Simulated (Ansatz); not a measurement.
# Structure search: one KI candidate

Level of theory: DFT PBE, scalar-relativistic, plane waves, PAW in Ansatz 0.2.0. Cutoff 420 eV, Gaussian smearing, Γ-centred meshes. In-plane cell and atoms relax first on a coarse mesh and then on a converged one. The steps can't lower the symmetry of their start. No spin polarisation.

The cell of KI is invented: random sheet by layer group and Wyckoff sites. Lengths were set from tabulated atomic sizes, so they are only a guess.

Only a and b repeat, and vacuum parts the sheet from its images along c.

```
K I
1.0
     6.46449    0.00000    0.00000
    -0.81859    6.41245    0.00000
     0.00000    0.00000   14.00000
K I
1 1
Cartesian
  0.0000 0.0000 7.0000
  2.8230 3.2062 7.0000
```

The zero of energy is the elements' standard structures at the same level; no fitted shifts are applied.

Question: Where does the relaxation end?

Answer: The symmetry goes from cmmm (No. 47) to p4/mmm (No. 61). The area per atom shrinks by 42.2 %, from 20.7 to 12.0 Å². The shortest distance goes from 4.27 Å (K–I) to 3.46 Å (K–I). The energy falls by about 0.46 eV/atom (the start's value is from the coarse mesh). The program sets the height of the box itself, so the height of the cell differs between start and end. In-plane cell: a = 4.897 Å, b = 4.897 Å, γ = 90.1°, thickness 0.00 Å between the outermost nuclei. K at height 0.00 Å has 4 I at 3.46–3.47 Å; I at height 0.00 Å has 4 K at 3.46–3.47 Å.

```cif
data_structure
_symmetry_space_group_name_H-M 'P 1'
_symmetry_Int_Tables_number 1
_cell_length_a 4.8969
_cell_length_b 4.8969
_cell_length_c 23.8000
_cell_angle_alpha 90.000
_cell_angle_beta 90.000
_cell_angle_gamma 90.095
_cell_volume 570.72
loop_
_atom_site_label
_atom_site_type_symbol
_atom_site_fract_x
_atom_site_fract_y
_atom_site_fract_z
_atom_site_occupancy
K1 K 0.00000 0.00000 0.29412 1
I1 I 0.50000 0.50000 0.29412 1
```

Question: How does it come out in energy, and is it a metal?

Answer:

* Formation energy: −1.366 eV/atom
* Gap on the 6×6×1 mesh of the 2-atom cell: 4.02 eV

It lies below the elements, which doesn't yet make it stable against other compounds or structures.

The last run used Gaussian smearing of 0.02 eV. Spin–orbit coupling, which can matter for I, is left out. Kohn–Sham gaps at this level usually fall short of measured ones. The missing spin–orbit coupling can work the other way here. The reference form of I is held partly by dispersion forces, which this level lacks. Symmetry constrained the relaxation, so the result can be a saddle point.
